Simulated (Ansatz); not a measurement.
# PbSe (Clausthalite) (Fm-3m) in Ansatz: notebook

The runs below take PbSe (Clausthalite) through band structure, single point, equation of state, with B3LYP.

Everything below comes from runs of Ansatz 0.2.0. Logs are shortened: lines on timing, memory, paths and dates and some standing lists are left out, and cuts for length are marked.

## 1. The structure

Symmetry: Fm-3m, No. 225, cubic system. The conventional cell has a = 6.121 Å, b = 6.121 Å, c = 6.121 Å, α = 90.00°, β = 90.00°, γ = 90.00°. Pb (site symmetry m-3m) is surrounded by 6 Se at 3.06 Å. Se (site symmetry m-3m) is surrounded by 6 Pb at 3.06 Å.

## 2. Band structure, B3LYP

Input file input.yaml:

```yaml
crystal:
  lattice:
    - [0.0, 3.06065, 3.06065]
    - [3.06065, 0.0, 3.06065]
    - [3.06065, 3.06065, 0.0]
  atoms:
    - { symbol: Pb, position: [0.0, 0.0, 0.0] }
    - { symbol: Se, position: [0.5, 0.5, 0.5] }
hamiltonian:
  xc: b3lyp
  pseudopotentials: { kind: paw }
kpoints:
  mp_grid: { grid: [4, 4, 4] }
  band_path:
    path:
      - [[0.0, 0.0, 0.0], [0.5, 0.0, 0.5], [0.5, 0.25, 0.75], [0.375, 0.375, 0.75], [0.0, 0.0, 0.0], [0.5, 0.5, 0.5], [0.625, 0.25, 0.625], [0.5, 0.25, 0.75], [0.5, 0.5, 0.5], [0.375, 0.375, 0.75]]
      - [[0.625, 0.25, 0.625], [0.5, 0.0, 0.5]]
    npoints: 4
scf:
  occupations: { method: fermi_dirac, width: 0.05 }
  n_extra_bands: 6
output:
  forces: true
  stress: true
  eigenvalues: true
  fatbands: false
```

Potentials or basis: Ansatz PAW.

On the command line:

```bash
$ ansatz run input.yaml --threads 2 --pin off --max-ram 5632MiB --backend cpu --events-out ev --progress --plain --runs-dir out
```

The program printed:

```text
Warning: output.stress: scf.convergence.dr2_threshold = 1e-7 eV (the SCF's general default) is looser than the 2e-10 eV advised for a printed stress (1e-10 eV for each atom of the cell: 2). What an SCF threshold leaves in a stress goes as its square root, and in the free energy as the threshold itself, and one threshold admits the most on a small cell: of the crystals measured, under no hybrid functional and no lock of the moments, on runs that ended without the residual-converged pass, on stresses that held no estimate of that error, the worst erred by over 100 MPa in a component at 1e-7 eV an atom and by under 5 at 1e-10. Set scf.convergence.dr2_threshold to 2e-10 eV or tighter. The threshold is an SCF's pass mark: one that does not reach it within its budget of iterations ends unconverged, or closes short of it on a stop that the run arms, and scf.convergence.dr2_threshold's page says what that costs each kind of run
Warning: output.stress: scf.exx.energy_threshold = 1e-6 eV is looser than the 2e-8 eV advised for a stress under a hybrid functional (1e-8 eV for each atom of the cell: 2). Every SCF of the exchange loop can meet its threshold on dr2 while the loop round them stops early: no threshold on dr2 bounds what that leaves in the stress. Set scf.exx.energy_threshold to 2e-8 eV or tighter. The threshold is the loop's pass mark: a loop that does not reach it within its budget of cycles ends unconverged, and scf.exx.energy_threshold's page has the law
Warning: RAYON_NUM_THREADS=2 ignored (pool sized by the plan → 2); use --threads N
scf.n_extra_bands = 6 over 15 filled bands (N_el = 30.0): the run solves 21 bands
Engine: ansatz 0.2.0, aarch64-unknown-linux-gnu
Pseudopotentials: kind: paw
Pseudopotential: Pb, paw, valence charge 14, recommended cutoff 420 eV (normal), Pb.paw.azcp
Pseudopotential: Se, paw, valence charge 16, recommended cutoff 420 eV (normal), Se.paw.azcp
Functional definition: B3LYP
  parameter a0 = 0.2
  parameter ax = 0.72
  parameter ac = 0.81
  exchange = (1 - a0 - ax)*slater_x + ax*b88_x + a0*exact_x
  correlation = (1 - ac)*vwn_rpa_c + ac*lyp_c
Crystal: 2 atoms, lattice volume = 57.342 Å³
Basis set: ecut = 420 eV, 1139 PW (Γ), exchange–correlation on 60×60×60 points (8 copies of the dense FFT grid, shifted against one another)
Bands: 21, of which v1, the nominal top of the filled ones, is band 15 counted from 1 (14 counted from 0)
Symmetry: 48 space group operations
Space group: Fm-3m (ITA 225), of the structure as read, at distance tolerance 3.9e-5 Å
k-points: 8 of 64
Non-local potential: Pb, projectors of the file, l = 0: 2, l = 1: 2, l = 2: 2, l = 3: 2
Non-local potential: Se, projectors of the file, l = 0: 2, l = 1: 2, l = 2: 3, l = 3: 1
PAW form: soft (Blöchl's): semilocal exchange-correlation on the pseudo side does not see the compensation charge
PAW frozen core: Pb, regenerated for the run's functional, and the local potential with it (the file was generated under x = pbe(κ = 0.804, μ = 0.2195149727645171), c = pbe(β = 0.06672455060314922))
PAW frozen core: Se, regenerated for the run's functional, and the local potential with it (the file was generated under x = pbe(κ = 0.804, μ = 0.2195149727645171), c = pbe(β = 0.06672455060314922))
PAW one-centre angular grid: Pb, 590 points (default); XC on 64 Gauss nodes
PAW one-centre angular grid: Se, 590 points (default); XC on 64 Gauss nodes
Initial density: superposition of atomic densities (neutral atoms: chi_scale 0, normalization atom), corrected by the library's trained network
Initial wavefunctions: pseudopotential atomic-orbital guess
Functional: x = 0.1 slater + 0.9 b88, c = 0.19 vwn_rpa + 0.81 lyp, warm-up for x = 0.08 slater + 0.72 b88 + 0.2 exact, c = 0.19 vwn_rpa + 0.81 lyp
SCF iter   1: F=—  HF=-17399.746158 eV  |F-HF|=—  |Δ(HF+E_count)|=         —  Δρ=6.94e-3  dr2=3.53e-2  ethr=1.77e-3  ⟨swp⟩=12.1  Hψ=753  notcnv=0
preconditioner: auto → none  [insulator: Δε(μ)=0.476 eV  Ē_g=17.303 eV  σ=0.050 eV  W_gap=0.98  n_scr=14 (ndim 8)  ℏωp=21.9 eV  f_vac=0.019  D(μ)=0.04/eV (n_scr^D=0)]
SCF iter   2: F=—  HF=-17399.737904 eV  |F-HF|=—  |Δ(HF+E_count)|=   8.25e-3  Δρ=1.78e-3  dr2=3.94e-3  ethr=1.18e-4  ⟨swp⟩=4.5  Hψ=437  notcnv=0  defer=1
SCF iter   3: F=—  HF=-17399.736497 eV  |F-HF|=—  |Δ(HF+E_count)|=   1.41e-3  Δρ=1.14e-3  dr2=5.36e-4  ethr=1.31e-5  ⟨swp⟩=3.1  Hψ=371  notcnv=0
iter 4 solved again at ethr=9.90e-8 eV; its pass at ethr=1.79e-6 eV (dr2=2.97e-5 eV) is discarded
SCF iter   4: F=—  HF=-17399.736419 eV  |F-HF|=—  |Δ(HF+E_count)|=   7.79e-5  Δρ=2.26e-4  dr2=2.56e-5  ethr=9.90e-8  ⟨swp⟩=3.6  Hψ=648  notcnv=0
eigensolver tolerance schedule: the retry pair's looser diagonalisation over-reported the residual by 0.16 of it (diagonalisation noise at 0.17 of the residual, at the tolerance the schedule requests for it); recorded, not acted on — ethr = c·dr2/N_el stays at c = 1.0e-1
SCF iter   5: F=-17399.736417 eV  HF=-17399.736417 eV  |F-HF|=3.97e-7  |Δ(HF+E_count)|=   1.95e-6  Δρ=3.91e-5  dr2=4.44e-7  ethr=8.53e-8  ⟨swp⟩=3.0  Hψ=310  notcnv=0
SCF 1 stopped early in 5 iterations: F = -17399.736417 eV  dr2 = 4.44e-7
Initial density: handed on by an earlier stage of this run
Initial wavefunctions: those handed on with the density
Functional: x = 0.08 slater + 0.72 b88 + 0.2 exact, c = 0.19 vwn_rpa + 0.81 lyp
Frozen-core exchange: fock
SCF iter   1: F=—  HF=-17401.940897 eV  |F-HF|=—  |Δ(HF+E_count)|=         —  Δρ=4.42e-3  dr2=1.29e-2  ethr=1.48e-8  ⟨swp⟩=11.2  Hψ=1021  notcnv=0
preconditioner: auto → none  [insulator: Δε(μ)=1.199 eV  Ē_g=19.425 eV  σ=0.050 eV  W_gap=1.00  n_scr=14 (ndim 8)  ℏωp=21.9 eV  f_vac=0.028  D(μ)=0.00/eV (n_scr^D=0)]
SCF iter   2: F=—  HF=-17401.934706 eV  |F-HF|=—  |Δ(HF+E_count)|=   6.19e-3  Δρ=2.06e-3  dr2=2.14e-3  ethr=1.48e-8  ⟨swp⟩=5.2  Hψ=668  notcnv=0
SCF iter   3: F=—  HF=-17401.939733 eV  |F-HF|=—  |Δ(HF+E_count)|=   5.03e-3  Δρ=1.25e-3  dr2=5.83e-4  ethr=1.48e-8  ⟨swp⟩=5.0  Hψ=615  notcnv=0
SCF iter   4: F=—  HF=-17401.939574 eV  |F-HF|=—  |Δ(HF+E_count)|=   1.59e-4  Δρ=5.18e-4  dr2=1.18e-4  ethr=1.48e-8  ⟨swp⟩=4.0  Hψ=470  notcnv=0
SCF iter   5: F=—  HF=-17401.939671 eV  |F-HF|=—  |Δ(HF+E_count)|=   9.66e-5  Δρ=1.89e-4  dr2=4.77e-5  ethr=1.48e-8  ⟨swp⟩=4.0  Hψ=446  notcnv=0
SCF iter   6: F=-17401.939659 eV  HF=-17401.939660 eV  |F-HF|=1.24e-6  |Δ(HF+E_count)|=   1.04e-5  Δρ=4.79e-5  dr2=2.84e-6  ethr=1.48e-8  ⟨swp⟩=3.4  Hψ=413  notcnv=0
SCF 2 stopped early in 6 iterations: F = -17401.939659 eV  dr2 = 2.84e-6
hybrid outer 1: dexx = +6.155e-3 eV, tail = 2.61e-5 eV
Frozen-core exchange: fock
SCF iter   1: F=—  HF=-17401.939697 eV  |F-HF|=—  |Δ(HF+E_count)|=         —  Δρ=3.90e-5  dr2=1.22e-6  ethr=4.35e-7  ⟨swp⟩=4.4  Hψ=406  notcnv=0
preconditioner: auto → none  [insulator: Δε(μ)=1.220 eV  Ē_g=19.417 eV  σ=0.050 eV  W_gap=1.00  n_scr=14 (ndim 8)  ℏωp=21.9 eV  f_vac=0.029  D(μ)=0.00/eV (n_scr^D=0)]
SCF iter   2: F=—  HF=-17401.939697 eV  |F-HF|=—  |Δ(HF+E_count)|=   1.25e-7  Δρ=1.81e-5  dr2=1.54e-7  ethr=3.89e-9  ⟨swp⟩=4.0  Hψ=421  notcnv=0
SCF iter   3: F=—  HF=-17401.939697 eV  |F-HF|=—  |Δ(HF+E_count)|=   2.63e-8  Δρ=2.99e-6  dr2=5.12e-8  ethr=3.51e-10  ⟨swp⟩=3.6  Hψ=343  notcnv=0
SCF iter   4: F=-17401.939697 eV  HF=-17401.939697 eV  |F-HF|=6.32e-9  |Δ(HF+E_count)|=   2.17e-7  Δρ=4.42e-6  dr2=8.97e-9  ethr=8.69e-12  ⟨swp⟩=5.0  Hψ=631  notcnv=0
SCF 3 converged in 4 iterations: F = -17401.939697 eV  dr2 = 8.97e-9
  Residual-converged pass: ⟨swp⟩=2.0  Hψ=234  notcnv=0  max |occ|·‖R‖ = 2.3e-6 eV (tolerance 2.4e-6 eV)  dr2=8.97e-9  dr2_onsite=1.79e-9  max |Δocc| = 3.6e-15
hybrid outer 2: dexx = +2.503e-7 eV, tail = 2.55e-8 eV, Δε = 4.08e-3 eV (about 2.19e-4 eV left of the loop's levels)
NSCF: frozen V_eff on 42 k-points
hybrid SCF converged: 2 outer / 10 inner (+5 warm-up), last move |dexx| = 2.50e-7 eV, tail = 2.55e-8 eV
Stability not checked: this state was not tested for a lower state beside it, because the functional holds exact exchange (a hybrid, or Hartree-Fock), whose exchange loop this test does not read (fock_operator; see scf.lower_state_search)
Free energy (F): -17401.939697 eV
Frozen-core exchange: fock
Harris-Foulkes:  -17401.939697 eV  (|F-HF|=6.32e-9)
Internal energy: -17401.939696 eV  (E = F + TS)
E sigma→0 (E₀):  -17401.939697 eV
Entropy (-TS):   -0.000001 eV (-0.000 meV/atom)
Fermi energy:    9.352352 eV
--- Per-component energies (eV) ---
  E_band       = -485.437488
  E_kinetic    = 407.298940
  E_local      = -3530.580995  (includes V_loc(G=0)·N_el)
  E_nonlocal   = -249.829252
  E_hartree    = 1648.587695
  E_xc         = -266.084310
  E_vxc        = -187.509658  (∫ρ·V_xc dr)
  E_exx        = -89.566909  (= α·E_x^exact, valence–valence)
  E_paw        = -12309.715614  (= ΣΔE_a)
  E_vpaw       = -42.862295  (= ΣTr[D̂ρ^β])
  E_aug_tail   = -0.000512  (compensation charges beyond the density's cutoff)
  E_ewald      = -3011.707258
  E_core_change = -0.341481  (= ΣΔE_core)
  E_smearing   = -0.000001  (= −TS)
  E_closure    = 0.000000  (closes the sum)
  Σ components = -17401.939697   (vs F -17401.939697, Δ=-3.64e-12)
--- Forces (eV/Å), atoms counted from 1 ---
  atom   1  Pb    -0.00000000     0.00000000     0.00000000
  atom   2  Se    -0.00000000    -0.00000000    -0.00000000
  max |Σ_I F_I| component: 1.08e-29 eV/Å
--- Stress (GPa, compression-positive) ---
        4.510303      -0.000000       0.000000
       -0.000000       4.510303      -0.000000
        0.000000       0.000000       4.510303
  P = ⅓ Tr σ = 4.5103 GPa (45.103 kbar)
--- Band table (eV; the first three rows and the last of 8) ---
  k-point 0: bands = ["-41.5694", "-41.5694", "-41.5654", "-41.5654", "-41.5654", "-9.6714", "-9.6714", "-9.6620", "-9.6620", "-9.6620", "-6.0846", "1.9476", "6.5999", "6.5999", "6.5999", "14.5362", "14.5362", "14.5362", "16.5534", "16.5534", "16.5534"]
  k-point 1: bands = ["-41.5694", "-41.5694", "-41.5654", "-41.5654", "-41.5654", "-9.6842", "-9.6842", "-9.6606", "-9.6473", "-9.6473", "-5.6082", "0.5065", "6.7975", "6.7975", "7.6360", "11.8725", "12.6154", "12.6154", "16.6309", "17.8137", "17.8137"]
  k-point 2: bands = ["-41.5693", "-41.5693", "-41.5654", "-41.5654", "-41.5654", "-9.6980", "-9.6980", "-9.6599", "-9.6314", "-9.6314", "-4.9365", "-0.8661", "7.0697", "7.0697", "8.7423", "9.9624", "11.3191", "11.3191", "18.7917", "20.3399", "20.3399"]
  k-point 7: bands = ["-41.5694", "-41.5693", "-41.5654", "-41.5654", "-41.5653", "-9.7679", "-9.6748", "-9.6501", "-9.6501", "-9.6188", "-4.5099", "0.0018", "4.0951", "4.0951", "7.8347", "11.5430", "14.9233", "14.9233", "17.7822", "17.7822", "22.0667"]
```

Run time: 2 min. Hardware: 2 threads of Arm Neoverse V1, shared host; peak memory 0.78 GiB.

Results:

| Property | Result |
| --- | --- |
| Free energy | -17401.9397 eV |
| Pressure | 4.5 GPa |
| Band gap on the k mesh | 1.22 eV, direct |
| Band gap along the path | 1.22 eV, direct |

Levels at the corners of the path, in eV from the valence-band top:
```tsv
point	band 11	band 12	band 13	band 14	band 15	band 16	band 17	band 18	band 19	band 20
Γ	-14.83	-6.79	-2.14	-2.14	-2.14	5.79	5.79	5.79	7.81	7.81
X	-13.28	-8.03	-5.46	-3.59	-3.59	4.92	6.78	6.78	7.32	12.80
W	-13.25	-8.74	-4.65	-4.65	-0.91	2.80	6.18	6.18	9.04	9.04
K	-13.29	-8.76	-4.99	-3.04	-2.63	4.49	5.07	6.66	7.11	11.56
Γ	-14.83	-6.79	-2.14	-2.14	-2.14	5.79	5.79	5.79	7.81	7.81
L	-13.68	-9.61	-1.67	-1.67	0.00	1.22	2.58	2.58	10.05	11.60
U	-13.29	-8.76	-4.99	-3.04	-2.63	4.49	5.07	6.66	7.11	11.56
W	-13.25	-8.74	-4.65	-4.65	-0.91	2.80	6.18	6.18	9.04	9.04
L	-13.68	-9.61	-1.67	-1.67	0.00	1.22	2.58	2.58	10.05	11.60
K	-13.29	-8.76	-4.99	-3.04	-2.63	4.49	5.07	6.66	7.11	11.56
U	-13.29	-8.76	-4.99	-3.04	-2.63	4.49	5.07	6.66	7.11	11.56
X	-13.28	-8.03	-5.46	-3.59	-3.59	4.92	6.78	6.78	7.32	12.80
```

Caveat: the k mesh is coarse (spacing up to 0.44 Å⁻¹), so the values aren't converged, least of all with exact exchange; spin-orbit coupling is left out, which as a rule narrows the gap of such compounds by several tenths of an eV; the PAW data sets come from PBE, with cores solved anew for the run's functional, which leaves a small shift of forces and pressure; the thresholds are loose for stress.

## 3. Single point, B3LYP, 26.95 Å³/atom (volume scaled by 0.94)

Input file input.yaml:

```yaml
crystal:
  lattice:
    - [0.0, 2.9981702236, 2.9981702236]
    - [2.9981702236, 0.0, 2.9981702236]
    - [2.9981702236, 2.9981702236, 0.0]
  atoms:
    - { symbol: Pb, position: [0.0, 0.0, 0.0] }
    - { symbol: Se, position: [0.5, 0.5, 0.5] }
hamiltonian:
  xc: b3lyp
  pseudopotentials: { kind: paw }
kpoints:
  mp_grid: { grid: [4, 4, 4] }
scf:
  occupations: { method: fermi_dirac, width: 0.05 }
output:
  forces: true
  stress: true
  eigenvalues: true
```

Potentials or basis: Ansatz PAW.

On the command line:

```bash
$ ansatz run input.yaml --threads 2 --pin off --max-ram 5632MiB --backend cpu --events-out ev --progress --plain --runs-dir out
```

The program printed:

```text
Warning: output.stress: scf.convergence.dr2_threshold = 1e-7 eV (the SCF's general default) is looser than the 2e-10 eV advised for a printed stress (1e-10 eV for each atom of the cell: 2). What an SCF threshold leaves in a stress goes as its square root, and in the free energy as the threshold itself, and one threshold admits the most on a small cell: of the crystals measured, under no hybrid functional and no lock of the moments, on runs that ended without the residual-converged pass, on stresses that held no estimate of that error, the worst erred by over 100 MPa in a component at 1e-7 eV an atom and by under 5 at 1e-10. Set scf.convergence.dr2_threshold to 2e-10 eV or tighter. The threshold is an SCF's pass mark: one that does not reach it within its budget of iterations ends unconverged, or closes short of it on a stop that the run arms, and scf.convergence.dr2_threshold's page says what that costs each kind of run
Warning: output.stress: scf.exx.energy_threshold = 1e-6 eV is looser than the 2e-8 eV advised for a stress under a hybrid functional (1e-8 eV for each atom of the cell: 2). Every SCF of the exchange loop can meet its threshold on dr2 while the loop round them stops early: no threshold on dr2 bounds what that leaves in the stress. Set scf.exx.energy_threshold to 2e-8 eV or tighter. The threshold is the loop's pass mark: a loop that does not reach it within its budget of cycles ends unconverged, and scf.exx.energy_threshold's page has the law
Warning: RAYON_NUM_THREADS=2 ignored (pool sized by the plan → 2); use --threads N
[... 10 set-up lines as earlier in the session ...]
Crystal: 2 atoms, lattice volume = 53.901 Å³
Basis set: ecut = 420 eV, 1067 PW (Γ), exchange–correlation on 60×60×60 points (8 copies of the dense FFT grid, shifted against one another)
Bands: 19, of which v1, the nominal top of the filled ones, is band 15 counted from 1 (14 counted from 0)
[... 1 set-up line as earlier in the session ...]
Space group: Fm-3m (ITA 225), of the structure as read, at distance tolerance 3.8e-5 Å
k-points: 8 of 64
[... 10 set-up lines as earlier in the session ...]
[... 36 lines left out ...]
Stability not checked: this state was not tested for a lower state beside it, because the functional holds exact exchange (a hybrid, or Hartree-Fock), whose exchange loop this test does not read (fock_operator; see scf.lower_state_search)
Free energy (F): -17401.797016 eV
Frozen-core exchange: fock
Harris-Foulkes:  -17401.797016 eV  (|F-HF|=5.75e-10)
Internal energy: -17401.797009 eV  (E = F + TS)
E sigma→0 (E₀):  -17401.797012 eV
Entropy (-TS):   -0.000007 eV (-0.003 meV/atom)
Fermi energy:    10.371908 eV
--- Per-component energies (eV) ---
  E_band       = -460.823507
  E_kinetic    = 409.392114
  E_local      = -3430.925765  (includes V_loc(G=0)·N_el)
  E_nonlocal   = -249.863026
  E_hartree    = 1610.585385
  E_xc         = -266.784117
  E_vxc        = -188.440208  (∫ρ·V_xc dr)
  E_exx        = -89.710444  (= α·E_x^exact, valence–valence)
  E_paw        = -12309.679925  (= ΣΔE_a)
  E_vpaw       = -42.733957  (= ΣTr[D̂ρ^β])
  E_aug_tail   = -0.000613  (compensation charges beyond the density's cutoff)
  E_ewald      = -3074.469137
  E_core_change = -0.341481  (= ΣΔE_core)
  E_smearing   = -0.000007  (= −TS)
  E_closure    = 0.000001  (closes the sum)
  Σ components = -17401.797016   (vs F -17401.797016, Δ=0.00e0)
--- Forces (eV/Å), atoms counted from 1 ---
  atom   1  Pb    -0.00000000    -0.00000000    -0.00000000
  atom   2  Se    -0.00000000     0.00000000    -0.00000000
  max |Σ_I F_I| component: 1.81e-29 eV/Å
--- Stress (GPa, compression-positive) ---
        9.001755      -0.000000       0.000000
        0.000000       9.001755       0.000000
       -0.000000       0.000000       9.001755
  P = ⅓ Tr σ = 9.0018 GPa (90.018 kbar)
--- Band table (eV; the first three rows and the last of 8) ---
  k-point 0: bands = ["-40.7862", "-40.7862", "-40.7813", "-40.7813", "-40.7813", "-8.7333", "-8.7333", "-8.7191", "-8.7191", "-8.7191", "-5.6097", "3.1239", "7.3461", "7.3461", "7.3461", "15.7438", "15.7438", "15.7438", "17.4787"]
  k-point 1: bands = ["-40.7861", "-40.7861", "-40.7813", "-40.7813", "-40.7813", "-8.7501", "-8.7501", "-8.7180", "-8.7005", "-8.7005", "-5.0773", "1.3868", "7.5648", "7.5648", "8.6120", "12.9074", "13.6298", "13.6298", "17.5998"]
  k-point 2: bands = ["-40.7861", "-40.7861", "-40.7812", "-40.7812", "-40.7812", "-8.7683", "-8.7683", "-8.7179", "-8.6802", "-8.6802", "-4.3023", "-0.2066", "7.8684", "7.8684", "9.8779", "10.8659", "12.2341", "12.2341", "19.9388"]
  k-point 7: bands = ["-40.7861", "-40.7861", "-40.7812", "-40.7812", "-40.7811", "-8.8681", "-8.7386", "-8.7045", "-8.7045", "-8.6638", "-3.7689", "0.7971", "4.6436", "4.6436", "8.7740", "12.5522", "16.0136", "16.0136", "18.9889"]
```

Wall time 11 s (2 threads of Arm Neoverse V1, shared host); peak memory 0.74 GiB.

What came out:

```
Free energy            : -17401.7970 eV
Pressure               : 9.0 GPa
Band gap on the k mesh : 0.99 eV, direct
```

Caveat: the k mesh is coarse (spacing up to 0.45 Å⁻¹), so the values aren't converged, least of all with exact exchange; spin-orbit coupling is left out, which as a rule narrows the gap of such compounds by several tenths of an eV; the PAW data sets come from PBE, with cores solved anew for the run's functional, which leaves a small shift of forces and pressure; the thresholds are loose for stress.

## 4. Single point, B3LYP, 27.52 Å³/atom (volume scaled by 0.96)

input.yaml: that of step 3 with these lines changed.

```diff
@@ -2,5 +2,5 @@
   lattice:
-    - [0.0, 2.9981702236, 2.9981702236]
-    - [2.9981702236, 0.0, 2.9981702236]
-    - [2.9981702236, 2.9981702236, 0.0]
+    - [0.0, 3.0192847941, 3.0192847941]
+    - [3.0192847941, 0.0, 3.0192847941]
+    - [3.0192847941, 3.0192847941, 0.0]
   atoms:
@@ -19 +19,5 @@
   eigenvalues: true
+  write_density: true
+  write_potential: true
+  elf: true
+  volumetric_format: npy
```

On the command line:

```bash
$ ansatz run input.yaml --threads 2 --pin off --max-ram 5632MiB --backend cpu --events-out ev --progress --plain --runs-dir out
```

Run time: 11 s. Hardware: 2 threads of Arm Neoverse V1, shared host; peak memory 0.77 GiB.

The run converged. Its results:

* Free energy: -17401.8555 eV
* Pressure: 7.4 GPa
* Band gap on the k mesh: 1.07 eV, direct

Caveat: the k mesh is coarse (spacing up to 0.45 Å⁻¹), so the values aren't converged, least of all with exact exchange; spin-orbit coupling is left out, which as a rule narrows the gap of such compounds by several tenths of an eV; the PAW data sets come from PBE, with cores solved anew for the run's functional, which leaves a small shift of forces and pressure; the thresholds are loose for stress.

(Continued in part 2 of 2.)
